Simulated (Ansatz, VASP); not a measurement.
**PbO (Litharge): VASP beside Ansatz**

The input INCAR:

```
PREC = Accurate
ENCUT = 520
EDIFF = 1E-7
ISMEAR = -1
SIGMA = 0.05
LREAL = False
LASPH = True
NELM = 100
ALGO = Normal
ISIF = 2
LWAVE = False
LCHARG = False
GGA = PE
NBANDS = 28
```

Contents of KPOINTS:

```
Automatic mesh
0
Gamma
  7 7 6
```

File POSCAR:

```
PbO
1.0
    3.9360744706      0.0000000000      0.0000000000
    0.0000000000      3.9360744706      0.0000000000
    0.0000000000      0.0000000000      4.9422889970
Pb O
2 2
Direct
    0.5000000000      0.0000000000      0.7600000000
    0.0000000000      0.5000000000      0.2400000000
    0.5000000000      0.5000000000      0.0000000000
    0.0000000000      0.0000000000      0.0000000000
```

Contents of input.yaml:

```yaml
crystal:
  lattice:
    - [3.9360744706, 0.0, 0.0]
    - [0.0, 3.9360744706, 0.0]
    - [0.0, 0.0, 4.942288997]
  atoms:
    - { symbol: Pb, position: [0.5, 0.0, 0.76] }
    - { symbol: Pb, position: [0.0, 0.5, 0.24] }
    - { symbol: O, position: [0.5, 0.5, 0.0] }
    - { symbol: O, position: [0.0, 0.0, 0.0] }
kpoints:
  mp_grid: { grid: [7, 7, 6] }
scf:
  occupations: { method: fermi_dirac, width: 0.05 }
hamiltonian:
  xc: pbe
  pseudopotentials: { kind: all_electron, lapw: { basis_error: 0.001 } }
output:
  forces: true
  stress: true
  eigenvalues: true
```

Change from the starting cell: volume scaled by 0.96.

Alike in both runs: task single point; functional PBE; k mesh 7 × 7 × 6; occupations fermi-dirac, width 0.05 eV; no spin polarisation.

|  | VASP | Ansatz |
| --- | --- | --- |
| version | VASP 6.6.1 | Ansatz 0.2.0 |
| potentials or method | VASP PAW PBE potentials, release 64 (Pb_d, O) | all-electron LAPW, scalar-relativistic |
| plane-wave cutoff (eV) | 520 | see its input |

|  | VASP | Ansatz | Ansatz less VASP |
| --- | --- | --- | --- |
| gap on the k mesh at the Fermi level (eV) | 1.35 | 1.34 | -0.009 |
| least direct gap on the mesh (eV) | 2.43 | 2.45 | +0.019 |
| pressure (GPa) | 7.0 | 6.9 | -0.08 |
| largest component of the traceless stress (GPa) | 1.22 | 1.21 | -0.006 |
| rms of the force components (eV/Å) | 0.243 | 0.226 | -0.0175 |

Atom by atom the forces differ by 0.018 eV/Å (rms over components). Ansatz ran all-electron here, so the differences hold the error of VASP's frozen core and of both bases.

Caveats: spin-orbit coupling is left out, which as a rule narrows the gap of such compounds by several tenths of an eV; an odd mesh through Γ misses points on the zone boundary, where band edges often lie.
